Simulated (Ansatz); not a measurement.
# BaTiO3 (model cell, started as cubic perovskite with Ti in the octahedra): a soft mode frozen in, part 2 of 3

Wanted: the energy along a soft mode of BaTiO3 (model cell, started as cubic perovskite with Ti in the octahedra) and the structure at the end.

Ansatz 0.2.0; DFT PBEsol, scalar-relativistic, plane waves, PAW; PAW set soft_1.

So far, highest frequency on the path or at a solved wavevector (cm⁻¹): step 2 (phonons on a q mesh) 749. Also lowest frequency on the path (cm⁻¹): step 2 -188.

## (4) The mode frozen in, largest atomic shift 0.04 Å

The atoms are moved along the unstable eigenvector, the largest shift by 0.04 Å, with the cell fixed.

Input file input.yaml:

```yaml
crystal:
  lattice:
    - [3.9701498195, 0.0, 0.0]
    - [0.0, 3.9701498195, 0.0]
    - [0.0, 0.0, 7.940299639]
  atoms:
    - { symbol: Ba, position: [0.0, 0.0, 0.0] }
    - { symbol: Ba, position: [0.0, 0.0, 0.5] }
    - { symbol: Ti, position: [0.5, 0.5100751865, 0.25] }
    - { symbol: Ti, position: [0.5, 0.4899248135, 0.75] }
    - { symbol: O, position: [0.5, 0.5, 0.0] }
    - { symbol: O, position: [0.5, 0.5, 0.5] }
    - { symbol: O, position: [0.5, -0.0094162979, 0.25] }
    - { symbol: O, position: [0.5, 0.0094162979, 0.75] }
    - { symbol: O, position: [0.0, 0.4945304175, 0.25] }
    - { symbol: O, position: [0.0, 0.5054695825, 0.75] }
kpoints:
  mp_grid: { grid: [6, 6, 4] }
hamiltonian:
  xc: pbesol
  pseudopotentials: { kind: paw, azcp: { folder: soft_1 }, xc_functional: pbe }
scf:
  occupations: { method: gaussian, width: 0.02 }
output:
  forces: true
  stress: true
  eigenvalues: true
```

Command:

```bash
$ ansatz run input.yaml --threads 4 --pin off --max-ram 16384MiB --backend cpu --events-out ev --progress --plain --runs-dir out
```

Numbers of over 12 decimals in the logs are rounded to 6 here.

Log:

```text
[...]
Crystal: 10 atoms, lattice volume = 125.156 Å³
Basis set: ecut = 420 eV, 2459 PW (Γ), exchange–correlation on 54×54×108 points (8 copies of the dense FFT grid, shifted against one another)
Bands: 50, of which v1, the nominal top of the filled ones, is band 40 counted from 1 (39 counted from 0)
Symmetry: 8 space group operations
[...]
k-points: 48 of 144
[...]
k-point 0: bands = [... 36 lower, 9.7586, 10.3415, 10.3612, 10.3926, 12.3172, 12.3491, 12.4059, 12.5551, ... 4 higher]
  k-point 1: bands = [... 36 lower, 9.8294, 9.9853, 10.2127, 10.2418, 12.4267, 12.5320, 12.6525, 12.6797, ... 4 higher]
  k-point 2: bands = [... 36 lower, 9.9775, 9.9775, 10.0164, 10.0164, 12.4783, 12.4783, 13.3308, 13.3308, ... 4 higher]
  k-point 47: bands = [... 36 lower, 9.9696, 9.9696, 10.4284, 10.4284, 14.4964, 14.4964, 14.5181, 14.5181, ... 4 higher]
[key lines of the parts left out:]
SCF converged after 8 iterations
Free energy (F): -20055.250724 eV
Fermi energy:    11.401794 eV
P = ⅓ Tr σ = 0.4022 GPa (4.022 kbar)
```

Elapsed: 5.7 s, on 4 threads of Arm Neoverse V1, shared host; peak memory 0.6 GiB; 22 s of CPU time.

This step gave:

```
pressure                         : 0.4022 GPa
gap on the k-mesh                : 1.831 eV
energy from the undistorted cell : -0.64 meV/atom
```

The energy, extrapolated to zero smearing, is -0.64 meV/atom against the undistorted cell.

The run ends at a pressure of 0.40 GPa, with forces up to 0.088 eV/Å.

## (5) Energy along the mode, all amplitudes (two of the runs are shown above)

An imaginary frequency means negative curvature, so the energy should fall and then rise again as anharmonic terms take over.

This step gave:

- depth at the lowest point sampled: 0.64 meV/atom
- largest atomic shift at that point: 0.04 Å

Table of energy from the parent by largest atomic shift:

```tsv
largest atomic shift (Å)	energy from the parent (meV/atom)
0.0000	0
0.0400	-0.64
0.0800	0.491
0.1400	24.5
```

Displacement at unit largest shift by atom:

```tsv
atom	x (Å)	y (Å)	z (Å)	size
Ba1	0.00	0.00	0.00	0.00
Ba2	0.00	0.00	0.00	0.00
Ti3	0.00	1.00	0.00	1.00
Ti4	0.00	-1.00	0.00	1.00
O5	0.00	0.00	0.00	0.00
O6	0.00	0.00	0.00	0.00
O7	0.00	-0.94	0.00	0.94
O8	0.00	0.94	0.00	0.94
O9	0.00	-0.54	0.00	0.54
O10	0.00	0.54	0.00	0.54
```

The lowest of the steps tried is at 0.04 Å, 0.64 meV/atom below the parent; the bottom of the well need not coincide with a step.

## (6) Relaxation from the frozen mode

Starting from the lowest point found, all atoms and the cell are let go, so that strain and other modes of the same symmetry can join in.

input.yaml, as its differences from that of step 4:

```diff
@@ -22,3 +22,3 @@
 scf:
-  occupations: { method: gaussian, width: 0.02 }
+  occupations: { method: fixed }
 output:
@@ -27 +27,6 @@
   eigenvalues: true
+relax:
+  adjacent_minimum: "off"
+  f_tol: 0.002
+  max_steps: 120
+  cell: { stress_tol: 0.03 }
```

Log:

```text
[...]
Crystal: 10 atoms, lattice volume = 125.156 Å³
Basis set: ecut = 420 eV, 2459 PW (Γ), exchange–correlation on 54×54×108 points (8 copies of the dense FFT grid, shifted against one another)
Bands: 50, of which v1, the nominal top of the filled ones, is band 40 counted from 1 (39 counted from 0)
Symmetry: 8 space group operations
[...]
k-points: 48 of 144
[...]
SCF iter   1: F=—  HF=-20056.140343 eV  |F-HF|=—  |Δ(HF+E_count)|=         —  Δρ=5.63e-2  dr2=4.15e0  ethr=3.10e-3  ⟨swp⟩=4.6  Hψ=7824  notcnv=0  defer=282
[...]
SCF iter   9: F=-20055.250724 eV  HF=-20055.250724 eV  |F-HF|=2.26e-8  |Δ(HF+E_count)|=   5.78e-7  Δρ=9.19e-6  dr2=9.03e-8  ethr=1.25e-10  ⟨swp⟩=9.8  Hψ=13027  notcnv=0
SCF 1 converged in 9 iterations: F = -20055.250724 eV  dr2 = 9.03e-8
[...]
relax step   1: F+E_penalty+E_count = -20055.25072437 eV  Δ(F+E_penalty+E_count) = +0.000e0 eV  max|allowed force component| = 8.794e-2 eV/Å  Δτ_max = 0.0000 Å  P = +0.402 GPa  Ω = 125.156 Å³  (9 SCF iters, dr2 threshold 1.00e-7 eV, accepted)
Crystal: 10 atoms, lattice volume = 125.436 Å³
[...]
iter 1 solved again at ethr=1.06e-6 eV; its pass at ethr=3.10e-3 eV (dr2=8.48e-4 eV) is discarded
[...]
SCF iter   6: F=-20055.251359 eV  HF=-20055.251359 eV  |F-HF|=1.44e-8  |Δ(HF+E_count)|=   3.93e-7  Δρ=9.38e-6  dr2=6.23e-8  ethr=1.25e-9  ⟨swp⟩=3.1  Hψ=9333  notcnv=0
SCF 2 converged in 6 iterations: F = -20055.251359 eV  dr2 = 6.23e-8
relax step   2: F+E_penalty+E_count = -20055.25135893 eV  Δ(F+E_penalty+E_count) = -6.346e-4 eV  max|allowed force component| = 1.039e-1 eV/Å  Δτ_max = 0.0129 Å  P = -0.019 GPa  Ω = 125.436 Å³  energy of the carried Pulay correction = -7.629e-4 eV  (6 SCF iters, dr2 threshold 1.00e-6 eV, accepted)
Crystal: 10 atoms, lattice volume = 125.516 Å³
[...]
SCF iter   5: F=-20055.252074 eV  HF=-20055.252074 eV  |F-HF|=1.83e-7  |Δ(HF+E_count)|=   2.28e-7  Δρ=1.60e-5  dr2=3.05e-7  ethr=8.43e-10  ⟨swp⟩=10.0  Hψ=11448  notcnv=0
SCF 3 converged in 5 iterations: F = -20055.252074 eV  dr2 = 3.05e-7
relax step   3: F+E_penalty+E_count = -20055.25207383 eV  Δ(F+E_penalty+E_count) = -7.149e-4 eV  max|allowed force component| = 7.874e-2 eV/Å  Δτ_max = 0.0057 Å  P = -0.102 GPa  Ω = 125.516 Å³  energy of the carried Pulay correction = -9.823e-4 eV  (5 SCF iters, dr2 threshold 6.74e-7 eV, accepted)
[...]
relax step   4: F+E_penalty+E_count = -20055.25444102 eV  Δ(F+E_penalty+E_count) = -2.367e-3 eV  max|allowed force component| = 9.117e-2 eV/Å  Δτ_max = 0.0100 Å  P = -0.178 GPa  Ω = 125.720 Å³  energy of the carried Pulay correction = -1.536e-3 eV  (6 SCF iters, dr2 threshold 3.88e-7 eV, accepted)
[...]
relax step   5: F+E_penalty+E_count = -20055.25123837 eV  Δ(F+E_penalty+E_count) = +3.203e-3 eV  max|allowed force component| = 1.710e-1 eV/Å  Δτ_max = 0.0451 Å  P = +0.326 GPa  Ω = 126.464 Å³  energy of the carried Pulay correction = -3.550e-3 eV  (7 SCF iters, dr2 threshold 5.20e-7 eV, rejected (line search))
[...]
relax step   6: F+E_penalty+E_count = -20055.25777764 eV  Δ(F+E_penalty+E_count) = -3.337e-3 eV  max|allowed force component| = 3.996e-3 eV/Å  Δτ_max = 0.0234 Å  P = +0.037 GPa  Ω = 126.044 Å³  energy of the carried Pulay correction = -2.414e-3 eV  (11 SCF iters, accepted)
[...]
relax step   7: F+E_penalty+E_count = -20055.25766430 eV  Δ(F+E_penalty+E_count) = +1.133e-4 eV  max|allowed force component| = 4.118e-4 eV/Å  Δτ_max = 0.0013 Å  P = -0.003 GPa  Ω = 126.092 Å³  energy of the carried Pulay correction = -2.543e-3 eV  (6 SCF iters, dr2 threshold 1.32e-8 eV, accepted)
[...]
relax step   8: F+E_penalty+E_count = -20055.26085379 eV  Δ(F+E_penalty+E_count) = -3.189e-3 eV  max|allowed force component| = 6.355e-4 eV/Å  Δτ_max = 0.0000 Å  P = +0.033 GPa  Ω = 126.092 Å³  stress off target by 8.91e-2 GPa  SCF on the basis re-selected at this cell (its energy is not comparable with the rows above)  (7 SCF iters)
[...]
relax step   9: F+E_penalty+E_count = -20055.26072878 eV  Δ(F+E_penalty+E_count) = +1.250e-4 eV  max|allowed force component| = 4.749e-4 eV/Å  Δτ_max = 0.0012 Å  P = -0.004 GPa  Ω = 126.147 Å³  energy of the carried Pulay correction = -1.502e-4 eV  (6 SCF iters, dr2 threshold 1.98e-8 eV, accepted)
[...]
SCF iter   7: F=-20055.260784 eV  HF=-20055.260784 eV  |F-HF|=1.82e-11  |Δ(HF+E_count)|=  3.64e-12  Δρ=1.89e-7  dr2=2.60e-11  ethr=1.00e-12  ⟨swp⟩=10.4  Hψ=10586  notcnv=0
SCF 10 converged in 7 iterations: F = -20055.260784 eV  dr2 = 2.60e-11
relax step  10: F+E_penalty+E_count = -20055.26078363 eV  Δ(F+E_penalty+E_count) = -5.485e-5 eV  max|allowed force component| = 4.726e-4 eV/Å  Δτ_max = 0.0000 Å  P = -0.003 GPa  Ω = 126.147 Å³  stress off target by 6.49e-3 GPa  SCF on the basis re-selected at this cell (its energy is not comparable with the rows above)  (7 SCF iters)
[...]
SCF converged after 7 iterations
Free energy (F): -20055.260784 eV
[...]
Internal energy: -20055.260784 eV  (E = F + TS)
E sigma→0 (E₀):  -20055.260784 eV
Fermi energy:    10.437355 eV
[...]
--- Forces (eV/Å), atoms counted from 1 ---
  atom   1  Ba     0.00000000     0.00000000     0.00000000
  atom   2  Ba     0.00000000     0.00000000     0.00000000
  atom   3  Ti     0.00000000     0.00003467     0.00000000
  atom   4  Ti     0.00000000    -0.00003467     0.00000000
  atom   5  O      0.00000000     0.00000000     0.00000000
  atom   6  O     -0.00000000     0.00000000    -0.00000000
  atom   7  O      0.00000000    -0.00047261     0.00000000
  atom   8  O      0.00000000     0.00047261     0.00000000
  atom   9  O      0.00000000    -0.00000626     0.00000000
  atom  10  O      0.00000000     0.00000626     0.00000000
  max |Σ_I F_I| component: 8.47e-22 eV/Å
--- Stress (GPa, compression-positive) ---
       -0.006493       0.000000       0.000000
        0.000000       0.003126       0.000000
        0.000000       0.000000      -0.005453
  P = ⅓ Tr σ = -0.0029 GPa (-0.029 kbar)
--- Band table (eV; the first three rows and the last of 48) ---
  k-point 0: bands = [... 36 lower, 9.5403, 10.1230, 10.1277, 10.2546, 12.2670, 12.3552, 12.5393, 12.7027, ... 6 higher]
  k-point 1: bands = [... 36 lower, 9.6126, 9.8535, 9.9722, 10.0147, 12.5617, 12.6003, 12.6775, 12.6779, ... 6 higher]
  k-point 2: bands = [... 36 lower, 9.6998, 9.6998, 9.7968, 9.7968, 12.6177, 12.6177, 13.2775, 13.2775, ... 6 higher]
  k-point 47: bands = [... 36 lower, 9.9047, 9.9047, 10.2570, 10.2570, 14.4123, 14.4123, 14.4293, 14.4293, ... 6 higher]
--- Relaxed structure (8 steps of the walk, 7 accepted, 2 SCFs on fresh bases) ---
  F+E_penalty+E_count = -20055.26078363 eV   max|allowed force component| = 4.726e-4 eV/Å   (the final SCF, on the basis selected at the relaxed cell)
  cell:  # Å, volume = 126.1473 Å³
    - [3.958052, 0.0, 0.0]
    - [0.0, 4.019457, 0.0]
    - [0.0, 0.0, 7.929196]
  atoms:
    - { symbol: Ba, position: [0, 0, 0] }
    - { symbol: Ba, position: [0, 0, 0.500000] }
    - { symbol: Ti, position: [0.5, 0.521303, 0.250000] }
    - { symbol: Ti, position: [0.5, 0.478697, 0.750000] }
    - { symbol: O, position: [0.5, 0.500000, 0] }
    - { symbol: O, position: [0.5, 0.500000, 0.500000] }
    - { symbol: O, position: [0.5, -0.015799, 0.250000] }
    - { symbol: O, position: [0.5, 0.015799, 0.750000] }
    - { symbol: O, position: [0, 0.491143, 0.250000] }
    - { symbol: O, position: [0, 0.508857, 0.750000] }
```

Wall time 60 s (4 threads); peak memory 0.64 GiB.

Relaxation path:

```tsv
step	energy less that of the first step (eV)	largest force component (eV/Å)	pressure (GPa)	volume (Å³)
1	0.0000	0.0879	0.40	125.16
2	-0.0006	0.1039	-0.02	125.44
3	-0.0013	0.0787	-0.10	125.52
4	-0.0037	0.0912	-0.18	125.72
5	-0.0005	0.1710	0.33	126.46
6	-0.0071	0.0040	0.04	126.04
7	-0.0069	0.0004	0.00	126.09
8*	-0.0101	0.0006	0.03	126.09
9	-0.0100	0.0005	0.00	126.15
10*	-0.0101	0.0005	0.00	126.15
```

Relaxation steps marked * repeat the geometry before them on a plane-wave basis chosen anew for their cell, so energy and pressure can jump there. Relaxation step 5 was tried and not accepted.

The run keeps the 8 symmetry operations that it works with, so distortions that break them were not tested.

```tsv
cell as run	before	after	change
a (Å)	3.970	3.958	-0.3 %
b (Å)	3.970	4.019	+1.2 %
c (Å)	7.940	7.929	-0.1 %
volume (Å³/atom)	12.52	12.61	+0.8 %
```

The atoms that moved most (Å, as changes of fractional coordinates times the final cell):

```tsv
atom	dx	dy	dz	length
Ti3	0.000	0.045	0.000	0.045
Ti4	0.000	-0.045	0.000	0.045
O7	0.000	-0.026	0.000	0.026
O8	0.000	0.026	0.000	0.026
O9	0.000	-0.014	0.000	0.014
O10	0.000	0.014	0.000	0.014
```

This step gave:

- pressure: -0.002940 GPa
- gap on the k-mesh: 1.830 eV
- volume per atom: 12.61 Å³

The distorted start has space group Pmma; the relaxation ends in Pmma.

## (7) The new phase in its own primitive cell

The relaxed structure is symmetrised, reduced to its primitive cell and relaxed tightly, as its phonons need.

input.yaml, the sections that differ from step 6:

```yaml
crystal:
  lattice:
    - [7.9291961122, 0.0, 0.0]
    - [0.0, 3.9580524807, 0.0]
    - [0.0, 0.0, 4.0194569655]
  atoms:
    - { symbol: Ba, position: [0.0, 0.0, 0.0] }
    - { symbol: Ba, position: [0.5, 0.0, 0.0] }
    - { symbol: Ti, position: [0.25, 0.5, 0.5213031285] }
    - { symbol: Ti, position: [0.75, 0.5, 0.4786968715] }
    - { symbol: O, position: [0.0, 0.5, 0.5] }
    - { symbol: O, position: [0.5, 0.5, 0.5] }
    - { symbol: O, position: [0.25, 0.5, 0.9842014039] }
    - { symbol: O, position: [0.75, 0.5, 0.0157985961] }
    - { symbol: O, position: [0.25, 0.0, 0.49114342] }
    - { symbol: O, position: [0.75, 0.0, 0.50885658] }
kpoints:
  mp_grid: { grid: [4, 6, 6] }
relax:
  adjacent_minimum: "off"
  f_tol: 0.001
  max_steps: 60
  cell: { stress_tol: 0.01 }
# hamiltonian, scf, output: as in step 6
```

Log:

```text
[...]
Crystal: 10 atoms, lattice volume = 126.147 Å³
Basis set: ecut = 420 eV, 2451 PW (Γ), exchange–correlation on 108×54×54 points (8 copies of the dense FFT grid, shifted against one another)
Bands: 50, of which v1, the nominal top of the filled ones, is band 40 counted from 1 (39 counted from 0)
Symmetry: 8 space group operations
[...]
k-points: 48 of 144
[...]
- { symbol: Ba, position: [0.5, 0.0, 0.0] }
    - { symbol: Ti, position: [0.25, 0.5, 0.5213031285] }
    - { symbol: Ti, position: [0.75, 0.5, 0.478697] }
    - { symbol: O, position: [0.0, 0.5, 0.5] }
    - { symbol: O, position: [0.5, 0.5, 0.5] }
    - { symbol: O, position: [0.25, 0.5, 0.9842014039] }
    - { symbol: O, position: [0.75, 0.5, 0.015799] }
    - { symbol: O, position: [0.25, 0.0, 0.49114342] }
    - { symbol: O, position: [0.75, 0.0, 0.508857] }
[key lines of the parts left out:]
SCF converged after 10 iterations
Free energy (F): -20055.260784 eV
Fermi energy:    10.437355 eV
P = ⅓ Tr σ = -0.0029 GPa (-0.029 kbar)
```

Run time: 14 s. Hardware: 4 threads; peak memory 0.63 GiB.

Little changed from the start: no atom moved by 0.005 Å and no cell edge by 0.1 %.

This step gave:

| Item | Value |
| --- | --- |
| pressure | -0.002936 GPa |
| direct gap on mesh | 2.012 eV |

The largest force component left is 0.47 meV/Å and the pressure is -0.003 GPa, within the tolerances set. The cell now holds 12.61 Å³/atom.

(Continued in part 3 of 3.)

[Logs are printed without paths, hosts, clocks, repeated set-up lines and the standing remarks that a program may print on its own settings, such as how far it seeks lower states.]

[Hosts, paths, dates, database ids (printed as entryN), source tags and the programs' standing remarks are cut or masked in the printed files.]
